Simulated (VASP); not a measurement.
Input of a VASP 6.6.1 run:

The input POSCAR:

```
InAs
1.0
    0.0000000000      3.0545915928      3.0545915928
    3.0545915928      0.0000000000      3.0545915928
    3.0545915928      3.0545915928      0.0000000000
In As
1 1
Direct
    0.0000000000      0.0000000000      0.0000000000
    0.2500000000      0.2500000000      0.2500000000
```

INCAR.step1

```
PREC = Accurate
ENCUT = 520
ISMEAR = -1
SIGMA = 0.02
LREAL = False
LASPH = True
NELM = 80
NBANDS = 16
GGA = PE
ALGO = Normal
EDIFF = 1E-4
LWAVE = True
LCHARG = False
```

File INCAR.step2:

```
PREC = Accurate
ENCUT = 520
EDIFF = 1E-6
ISMEAR = -1
SIGMA = 0.02
LREAL = False
LASPH = True
NELM = 80
ALGO = Normal
ISIF = 2
LWAVE = False
LCHARG = True
METAGGA = R2SCAN
LMIXTAU = True
LELF = True
LVHAR = True
NBANDS = 16
ISTART = 1
```

Contents of KPOINTS:

```
Automatic mesh
0
Gamma
  8 8 8
```

Potentials or basis: VASP PAW PBE potentials, release 64 (In_d, As).

Launch:

```console
$ cat potpaw_PBE.64/In_d/POTCAR potpaw_PBE.64/As/POTCAR > POTCAR
$ cp INCAR.step1 INCAR
$ mpirun -np 1 vasp_std > vasp.out
$ cp INCAR.step2 INCAR
$ mpirun -np 1 vasp_std > vasp.out
```

(1) Predict the pressure.

(2) Predict the band gap on the k mesh.

Answers

(1) 0.0 GPa.

(2) 0.08 eV.

Caveat: the PAW data sets were made with another functional, which shifts forces and pressure a little; spin-orbit coupling is left out, which moves the levels of the heavy elements.

**Measured values to compare with.**

A printed reference work, data compilation reports, for a bulk crystal of InAs at 4.2 K: band gap 0.418 eV (direct).

A measured gap of InAs is 0.418 eV (direct; 4.2 K; a printed reference work, data compilation); the calculated 0.08 eV misses it by -0.34 eV. Spin-orbit coupling on As, In is left out. The value is that of r2SCAN, without temperature or zero-point motion.
